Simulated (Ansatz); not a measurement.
## Rh under changes of volume

One of the cells (14.302 Å³/atom); the others are scaled copies at fixed shape and fractional positions:

```
CELL_PARAMETERS angstrom
2.73098 0.00000 0.00000
-1.36549 2.36510 0.00000
0.00000 0.00000 4.42849
ATOMIC_POSITIONS crystal
Rh 0.33333 0.66667 0.25000
Rh 0.66667 0.33333 0.75000
```

This isn't the form of Rh at room conditions, which is fcc.

| Property | Result |
| --- | --- |
| Program | Ansatz 0.2.0 |
| Functional | r2SCAN |
| Potentials or basis | Ansatz PAW |
| Cutoff | 500 eV (not typed: the program's choice for these potentials) |
| k mesh | 11 × 11 × 6 |
| Occupations | fermi-dirac, width 0.05 eV |
| Spin | no spin polarisation |

```csv
volume (Å³/atom),energy over the lowest point (meV/atom),pressure (GPa)
13.444,6.59,7.0
13.730,0.00,0.7
14.016,3.96,-4.8
14.302,17.21,-9.7
14.588,38.60,-13.9
14.874,67.14,-17.7
15.160,?,?
```

Question: What does the run at 15.160 Å³/atom give?

Answer: Energy over the lowest point 101.91 meV/atom; pressure -20.9 GPa.

Worked out: A Birch-Murnaghan fit of order 3 (a polynomial in V^(-2/3)) to the other rows has its minimum at 13.76 Å³/atom with B0 = V·E''(V) = 280 GPa and B' = 5.2 at fixed shape and positions, which overstates the stiffness. It gives 101.95 meV/atom at 15.160 Å³/atom, against the run's 101.91, and -dE/dV = -21.1 GPa, against -20.9.

Energies are extrapolated to zero smearing.

Caveats: the PAW data sets come from PBE, with cores solved anew for the run's functional, which leaves a small shift of forces and pressure.
